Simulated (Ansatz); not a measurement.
How settings move the G0W0 gap of SiC (zincblende)

Zincblende SiC, relaxed with r2SCAN; one-shot G0W0 in Ansatz without spin-orbit coupling. Spin-unpolarised throughout; all numbers are computed.

Space group F-43m (No. 216). a = 4.356 Å, b = 4.356 Å, c = 4.356 Å, α = 90.00°, β = 90.00°, γ = 90.00°

| atom | site | symmetry | x | y | z |
| --- | --- | --- | --- | --- | --- |
| Si | 4a | -43m | 0.0000 | 0.0000 | 0.0000 |
| C | 4d | -43m | 0.2500 | 0.2500 | 0.7500 |

Gaps are read over the mesh points alone. G0W0 here is at a finite number of bands, screening cutoff and k mesh, not at the basis limit.
```json
{"start": "PBE", "potentials": "PAW", "frequency model": "contour deformation", "mesh": "6×6×6", "empty bands": "33", "screening cutoff (eV)": "80", "Kohn-Sham gap (eV)": "1.35", "G0W0 gap (eV)": "1.95", "rough cost": "4 core-seconds"}
{"start": "PBE", "potentials": "PAW", "frequency model": "contour deformation", "mesh": "6×6×6", "empty bands": "77", "screening cutoff (eV)": "140", "Kohn-Sham gap (eV)": "1.35", "G0W0 gap (eV)": "2.15", "rough cost": "10 core-seconds"}
{"start": "PBE", "potentials": "PAW", "frequency model": "contour deformation", "mesh": "6×6×6", "empty bands": "142", "screening cutoff (eV)": "210", "Kohn-Sham gap (eV)": "1.35", "G0W0 gap (eV)": "2.25", "rough cost": "29 core-seconds"}
{"start": "HSE06", "potentials": "PAW", "frequency model": "contour deformation", "mesh": "6×6×6", "empty bands": "77", "screening cutoff (eV)": "140", "Kohn-Sham gap (eV)": "2.23", "G0W0 gap (eV)": "2.54", "rough cost": "26 core-seconds"}
{"start": "LDA", "potentials": "PAW", "frequency model": "contour deformation", "mesh": "6×6×6", "empty bands": "77", "screening cutoff (eV)": "140", "Kohn-Sham gap (eV)": "1.31", "G0W0 gap (eV)": "2.16", "rough cost": "10 core-seconds"}
{"start": "r2SCAN", "potentials": "PAW", "frequency model": "contour deformation", "mesh": "6×6×6", "empty bands": "77", "screening cutoff (eV)": "140", "Kohn-Sham gap (eV)": "1.71", "G0W0 gap (eV)": "2.32", "rough cost": "15 core-seconds"}
{"start": "PBE", "potentials": "PAW", "frequency model": "Godby-Needs pole", "mesh": "6×6×6", "empty bands": "77", "screening cutoff (eV)": "140", "Kohn-Sham gap (eV)": "1.35", "G0W0 gap (eV)": "2.10", "rough cost": "12 core-seconds"}
{"start": "PBE", "potentials": "PAW", "frequency model": "contour deformation", "mesh": "8×8×8", "empty bands": "33", "screening cutoff (eV)": "80", "Kohn-Sham gap (eV)": "1.36", "G0W0 gap (eV)": "1.96", "rough cost": "18 core-seconds"}
{"start": "PBE", "potentials": "norm-conserving", "frequency model": "contour deformation", "mesh": "6×6×6", "empty bands": "77", "screening cutoff (eV)": "140", "Kohn-Sham gap (eV)": "1.34", "G0W0 gap (eV)": "2.15", "rough cost": "23 core-seconds"}
```

G0W0 moves the gap on the mesh from 1.35 eV (PBE) to 2.25 eV (Γ to X). Renormalisation factors Z lie between 0.77 and 0.82.

Raising bands and cutoff together moves the gap by +0.20 eV (80 to 140 eV), then +0.10 eV (140 to 210 eV); the last step is still large, so the basis limit isn't reached. Starting from HSE06 (2.23 eV against PBE's 1.35 eV) gives 2.54 eV, +0.39 eV from G0W0@PBE at the same screening cutoff. Starting from LDA (1.31 eV against PBE's 1.35 eV) gives 2.16 eV, +0.01 eV from G0W0@PBE at the same screening cutoff. Starting from r2SCAN (1.71 eV against PBE's 1.35 eV) gives 2.32 eV, +0.17 eV from G0W0@PBE at the same screening cutoff. The Godby-Needs plasmon pole differs from contour deformation by -0.05 eV. An 8×8×8 mesh in place of 6×6×6 changes the opening over PBE by 0.00 eV (the gap on the mesh by +0.01 eV). Norm-conserving potentials (wave cutoff 1116 eV against 420 eV) shift the quasiparticle gap by 0.00 eV and the PBE gap by -0.01 eV. r2SCAN runs take a wave cutoff of 500 eV.
